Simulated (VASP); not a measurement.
# Rb (Fm-3m) in VASP: further runs

The runs below take Rb through single point, with r2SCAN.

Everything below comes from runs of VASP 6.6.1. Logs are shortened: lines on timing, memory, paths and dates and some standing lists are left out, and cuts for length are marked.

**1. Starting point**

The structure is cubic, space group Fm-3m (No. 225). Conventional cell: a = 7.280 Å, b = 7.280 Å, c = 7.280 Å, α = 90.00°, β = 90.00°, γ = 90.00°.

This isn't the form of Rb at room conditions, which is bcc.

**2. Single point, r2SCAN**

Contents of INCAR:

```
SYSTEM = Rb
PREC = Accurate
ENCUT = 450
EDIFF = 1E-5
ISMEAR = 1
SIGMA = 0.2
LREAL = .FALSE.
LASPH = .TRUE.
NELM = 100
ALGO = Normal
ISIF = 2
LWAVE = .FALSE.
LCHARG = .FALSE.
METAGGA = R2SCAN
LMIXTAU = .TRUE.
ADDGRID = .FALSE.
```

Contents of KPOINTS:

```
regular mesh
0
G
  5 5 5
  0 0 0
```

Contents of POSCAR:

```
Rb
1.0
    0.0790870000      3.6559800000      3.6130310000
    3.6559400000      0.0406780000      3.6514400000
    3.6810400000      3.7194890000      0.0155780000
Rb
1
Direct
   -0.0191540000      0.0033960000      0.0084760000
```

Potentials or basis: VASP PAW PBE potentials, release 64 (Rb_sv).

Run with:

```sh
cat potpaw_PBE.64/Rb_sv/POTCAR > POTCAR
mpirun -np 1 vasp_std > vasp.out
```

OUTCAR:

```text
SYSTEM = Rb
   PREC = Accurate
   ENCUT = 450
   EDIFF = 1E-5
   ISMEAR = 1
   LREAL = .FALSE.
   LASPH = .TRUE.
   NELM = 100
   ISIF = 2
   METAGGA = R2SCAN

 Found     63 irreducible k-points:

 Following reciprocal coordinates:
            Coordinates               Weight
  0.000000  0.000000  0.000000      1.000000
  0.200000 -0.000000  0.000000      2.000000
  0.400000  0.000000  0.000000      2.000000
  0.000000  0.200000  0.000000      2.000000
  0.200000  0.200000  0.000000      2.000000
  0.400000  0.200000  0.000000      2.000000
   k-points           NKPTS =     63   k-points in BZ     NKDIM =     63   number of bands    NBANDS=      8
   number of dos      NEDOS =    301   number of ions     NIONS =      1
   total plane-waves  NPLWV =  46656
   dimension x,y,z NGX =    36 NGY =   36 NGZ =   36
   dimension x,y,z NGXF=    72 NGYF=   72 NGZF=   72
   ions per type =               1
   NGX,Y,Z   is equivalent  to a cutoff of  11.64, 11.58, 11.44 a.u.
   NGXF,Y,Z  is equivalent  to a cutoff of  23.28, 23.16, 22.87 a.u.
 SYSTEM =  Rb
   PREC   = accura    normal or accurate (medium, high low for compatibility)
   ISTART =      0    job   : 0-new  1-cont  2-samecut
   ICHARG =      2    charge: 1-file 2-atom 10-const
   ISPIN  =      1    spin polarized calculation?
   LNONCOLLINEAR =      F non collinear calculations
   LSORBIT =      F    spin-orbit coupling
   LASPH  =      T    aspherical Exc in radial PAW
   ENCUT  =  450.0 eV  33.07 Ry    5.75 a.u.   8.89  8.94  9.05*2*pi/ulx,y,z
   NELM   =    100;   NELMIN=  2; NELMDL= -5     # of ELM steps
   EDIFF  = 0.1E-04   stopping-criterion for ELM
   LREAL  =      F    real-space projection
   EDIFFG = 0.1E-03   stopping-criterion for IOM
   NSW    =      0    number of steps for IOM
   IBRION =     -1    ionic relax: 0-MD 1-quasi-New 2-CG
   NFREE  =      0    steps in history (QN), initial steepest desc. (CG)
   ISIF   =      2    stress and relaxation
   ISYM   =      2    0-nonsym 1-usesym 2-fastsym
   POTIM  = 0.5000    time-step for ionic-motion
   TEBEG  =    0.0;   TEEND  =   0.0 temperature during run
   PSTRESS=    0.0 pullay stress
   NELECT =       9.0000    total number of electrons
   NUPDOWN=      -1.0000    fix difference up-down
   EMIN   =  10.00;   EMAX   =-10.00  energy-range for DOS
   EFERMI =   0.00;   METHOD = LEGACY
   ISMEAR =     1;   SIGMA  =   0.20  broadening in eV -4-tet -1-fermi 0-gaus
   EFERMI_NEDOS =   21; number of points for ismear=-14 and -15
   IALGO  =     38    algorithm
   IMIX   =      4    mixing-type and parameters
     AMIX     =   0.40;   BMIX     =  1.00
     AMIX_MAG =   1.60;   BMIX_MAG =  1.00
  volume/ion in A,a.u.               =      96.45       650.86
  Fermi-wavevector in a.u.,A,eV,Ry     =   0.742548  1.403213  7.501953  0.551378
  Thomas-Fermi vector in A             =   1.837453
   LORBIT       =      0    0 simple, 1 ext, 2 COOP (PROOUT), +10 PAW based schemes
   METAGGA = R2SCAN    functional components
   LHFCALC =     F    Hartree Fock is set to
   AEXX    =    0.0000 exact exchange contribution
   IVDW    =     0    specifies the selected vdW correction
   LEPSILON=     F    determine dielectric tensor
   LRPA    =     F    only Hartree local field effects (RPA)
 non-spin polarized calculation
 Methfessel and Paxton  Order N= 1 SIGMA  =   0.20
  energy-cutoff  :      450.00
  volume of cell :       96.45
 maximum number of plane-waves:      2106
   NGX = 17   NGY = 17   NGZ = 19

 number of electron       9.0000000 magnetization

 Free energy of the ion-electron system (eV)
  ---------------------------------------------------
  ext. energy  EPLUGINS =         0.00000000
  ---------------------------------------------------
  free energy    TOTEN  =       -13.94486893 eV

  energy without entropy =      -13.94780653  energy(sigma->0) =      -13.94584813

 E-fermi :   0.0681     XC(G=0):  -5.5820

 val. band max:        0.0292418645   @ k =   0.4000   0.4000   0.0000
 cond. band min:       0.3051897251   @ k =  -0.4000  -0.4000   0.4000
 fundamental gap:      0.2759478606
 Fermi energy:         0.0681291704

 k-point     1 :       0.0000    0.0000    0.0000
  band No.  band energies     occupation
      1     -30.1667      2.00000
      2     -13.6609      2.00000
      3     -13.6607      2.00000
      4     -13.6605      2.00000
      5      -2.0777      2.00000
      6       3.7743     -0.00000
      7       3.8773     -0.00000
      8       4.0268     -0.00000

 k-point     2 :       0.2000   -0.0000    0.0000
  band No.  band energies     occupation
      1     -30.1655      2.00000
      2     -13.6907      2.00000
      3     -13.6653      2.00000
      4     -13.6645      2.00000
      5      -1.6206      2.00000
      6       2.9127     -0.00000
      7       3.8781     -0.00000
      8       3.9998     -0.00000

 k-point     3 :       0.4000    0.0000    0.0000
  band No.  band energies     occupation
      1     -30.1635      2.00000
      2     -13.7379      2.00000
      3     -13.6727      2.00000
      4     -13.6709      2.00000
      5      -0.3944      2.00513
      6       1.2720     -0.00000
      7       3.5896     -0.00000
      8       3.7145     -0.00000

 k-point     4 :       0.0000    0.2000    0.0000
  band No.  band energies     occupation
      1     -30.1656      2.00000
      2     -13.6892      2.00000
      3     -13.6649      2.00000
      4     -13.6641      2.00000
      5      -1.6335      2.00000
      6       2.8297     -0.00000
      7       3.8511     -0.00000
      8       4.1015      0.00000

 k-point     5 :       0.2000    0.2000    0.0000
  band No.  band energies     occupation
      1     -30.1653      2.00000
      2     -13.6879      2.00000
      3     -13.6713      2.00000
      4     -13.6704      2.00000
      5      -1.4874      2.00000
      6       2.8986     -0.00000
      7       3.8098     -0.00000
      8       3.8701     -0.00000

 k-point     6 :       0.4000    0.2000    0.0000
  band No.  band energies     occupation
      1     -30.1635      2.00000
      2     -13.7228      2.00000
      3     -13.6806      2.00000
      4     -13.6789      2.00000
      5      -0.5248      2.00023
      6       1.9378     -0.00000
      7       2.8460     -0.00000
      8       3.8436     -0.00000

 [... further k-points ...]

------------------------ aborting loop because EDIFF is reached ----------------------------------------

  FORCE on cell =-STRESS in cart. coord.  units (eV):
  Direction    XX          YY          ZZ          XY          YZ          ZX
  --------------------------------------------------------------------------------------
  -------------------------------------------------------------------------------------
  Total       -0.0269717     -0.0321681     -0.0285533     -0.0565786      0.0121368     -0.0301079
  in kB       -0.4480499     -0.5343710     -0.4743230     -0.9398754      0.2016145     -0.5001470
  external PRESSURE =      -0.4855813 kB  Pullay stress =       0.0000000 kB

 VOLUME and BASIS-vectors are now :
 -----------------------------------------------------------------------------
  energy-cutoff  :      450.00
  volume of cell :       96.45
      direct lattice vectors                 reciprocal lattice vectors
     0.079087000  3.655980000  3.613031000    -0.140810279  0.138770703  0.139437870
     3.655940000  0.040678000  3.651440000     0.138745112 -0.137882505  0.136484505
     3.681040000  3.719489000  0.015578000     0.136888613  0.133960839 -0.138549672

 POSITION                                       TOTAL-FORCE (eV/Angst)
 -----------------------------------------------------------------------------------
      0.12119      3.61762      3.55636         0.000000      0.000000      0.000000
 -----------------------------------------------------------------------------------
    total drift:                                0.000000      0.000000     -0.000000

  FREE ENERGIE OF THE ION-ELECTRON SYSTEM (eV)
  ---------------------------------------------------
  free  energy   TOTEN  =       -13.9448689296 eV

  energy  without entropy=      -13.9478065296  energy(sigma->0) =      -13.94584813
```

Run time: 1.7 min. Hardware: 1 thread of Intel Xeon 6975P-C (Granite Rapids), shared host; peak memory 0.22 GiB.

These settings aren't checked as converged: the numbers below hold their error.

What came out:

```
Free energy            : -13.9449 eV
Pressure               : 0.0 GPa
Band gap on the k mesh : none (metal or under the smearing width)
```

Caveat: the PAW data sets were made with another functional, which shifts forces and pressure a little.

**3. Single point, r2SCAN**

INCAR: that of step 2 with these lines changed.

```diff
@@ -3,3 +3,3 @@
 ENCUT = 450
-EDIFF = 1E-5
+EDIFF = 1E-6
 ISMEAR = 1
@@ -15,2 +15,2 @@
 LMIXTAU = .TRUE.
-ADDGRID = .FALSE.
+ADDGRID = .TRUE.
```

KPOINTS is that of step 2.

Contents of POSCAR:

```
Rb
1.0
    0.0000000000      3.6398846700      3.6398846700
    3.6398846700      0.0000000000      3.6398846700
    3.6398846700      3.6398846700      0.0000000000
Rb
1
Direct
    0.0000000000      0.0000000000      0.0000000000
```

Potentials or basis: VASP PAW PBE potentials, release 64 (Rb_sv).

Run with:

```sh
cat potpaw_PBE.64/Rb_sv/POTCAR > POTCAR
mpirun -np 1 vasp_std > vasp.out
```

Wall time 33 s (1 thread of Intel Xeon 6975P-C (Granite Rapids), shared host); peak memory 0.31 GiB.

These settings aren't checked as converged: the numbers below hold their error.

What came out:

```
Free energy            : -13.9460 eV
Pressure               : -0.1 GPa
Band gap on the k mesh : none (metal or under the smearing width)
```

Caveat: the PAW data sets were made with another functional, which shifts forces and pressure a little.

**4. The reference run**

An earlier run on the cell as given: functional PBE; potentials or basis VASP PAW PBE potentials, release 64 (Rb_sv); cutoff 520 eV; k mesh 6 × 6 × 6; occupations fermi-dirac, width 0.05 eV; no spin polarisation.

- Pressure: -0.1 GPa
- Band gap on the k mesh: none (metal or under the smearing width)
